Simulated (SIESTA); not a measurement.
Here is a SIESTA 5.4.2 calculation.

Contents of SnO2.fdf:

```
SystemName                      SnO2
SystemLabel                     SnO2
NumberOfSpecies                 2
NumberOfAtoms                   12
%block ChemicalSpeciesLabel
  1  50 Sn
  2   8 O
%endblock ChemicalSpeciesLabel

LatticeConstant                 1.0 Ang
%block LatticeVectors
     5.1752560000     0.0000000000     0.0000000000
     0.0000000000     5.1752560000     0.0000000000
     0.0000000000     0.0000000000     5.1752560000
%endblock LatticeVectors
AtomicCoordinatesFormat         Fractional
%block AtomicCoordinatesAndAtomicSpecies
     0.0000000000     0.0000000000     0.0000000000  1  Sn
     0.5000000000     0.0000000000     0.5000000000  1  Sn
     0.5000000000     0.5000000000     0.0000000000  1  Sn
     0.0000000000     0.5000000000     0.5000000000  1  Sn
     0.6610980000     0.8389020000     0.1610980000  2  O
     0.8389020000     0.1610980000     0.6610980000  2  O
     0.1610980000     0.6610980000     0.8389020000  2  O
     0.3389020000     0.3389020000     0.3389020000  2  O
     0.6610980000     0.6610980000     0.6610980000  2  O
     0.8389020000     0.3389020000     0.1610980000  2  O
     0.1610980000     0.8389020000     0.3389020000  2  O
     0.3389020000     0.1610980000     0.8389020000  2  O
%endblock AtomicCoordinatesAndAtomicSpecies

%block kgrid.MonkhorstPack
    5   0   0  0.0
    0   5   0  0.0
    0   0   5  0.0
%endblock kgrid.MonkhorstPack
XC.Functional                   LDA
XC.Authors                      PW92
PAO.BasisSize                   DZP
PAO.EnergyShift                 0.003 Ry
Mesh.Cutoff                     800 Ry
OccupationFunction              FD
ElectronicTemperature           0.05 eV
MaxSCFIterations                120
SCF.MustConverge                false
SCF.Mixer.Method                Pulay
SCF.Mixer.Weight                0.25
SCF.Mixer.History               8
SCF.DM.Tolerance                5.0e-05
SCF.H.Tolerance                 1.0e-03 eV
WriteForces                     true
Charge.Mulliken                 end
BandLinesScale                  ReciprocalLatticeVectors
%block BandLines
    1    0.000000   0.000000   0.000000  \Gamma
   11    0.000000   0.500000   0.000000  X
   11    0.500000   0.500000   0.000000  M
   15    0.000000   0.000000   0.000000  \Gamma
   18    0.500000   0.500000   0.500000  R
   15    0.000000   0.500000   0.000000  X
    1    0.500000   0.500000   0.000000  M
   11    0.500000   0.500000   0.500000  R
%endblock BandLines
%block PAO.Basis
  Sn 4
  n=5 0 2
    6.393 0.000
  n=5 1 2
    8.565 0.000
  n=4 2 2
    3.767 0.000
  n=5 2 1
    8.565
%endblock PAO.Basis
```

Potentials or basis: PseudoDojo 0.4 standard (LDA files), DZP (energy shift 0.003 Ry; two zetas on semicore shells).

The run is started by

```sh
$ siesta SnO2.fdf > SnO2.out 2>&1
```

Question: Estimate the band gap along the path.

Answer: 0.35 eV, indirect (least direct gap 0.40 eV).

Question: What does it give for the band gap on the k mesh?

Answer: 0.35 eV, indirect (least direct gap 0.40 eV).

Question: What does it give for the pressure?

Answer: -7.8 GPa.

Levels at the corners of the path, in eV from the valence-band top:
| point | band 50 | band 51 | band 52 | band 53 | band 54 | band 55 |
| --- | --- | --- | --- | --- | --- | --- |
| Γ | -0.04 | -0.04 | -0.04 | 0.35 | 5.42 | 5.42 |
| X | -0.45 | -0.01 | -0.01 | 3.37 | 3.37 | 4.54 |
| M | -0.33 | -0.33 | -0.33 | 4.21 | 4.21 | 4.21 |
| Γ | -0.04 | -0.04 | -0.04 | 0.35 | 5.42 | 5.42 |
| R | -0.65 | -0.65 | -0.65 | 4.69 | 4.69 | 4.69 |
| X | -0.45 | -0.01 | -0.01 | 3.37 | 3.37 | 4.54 |
| M | -0.33 | -0.33 | -0.33 | 4.21 | 4.21 | 4.21 |
| R | -0.65 | -0.65 | -0.65 | 4.69 | 4.69 | 4.69 |

Caveat: spin-orbit coupling is left out, which moves the levels of the heavy elements; the basis of atomic orbitals isn't converged, which shifts pressures, moduli and gaps. A hybrid or GW would open this gap; LDA tends to underestimate it.
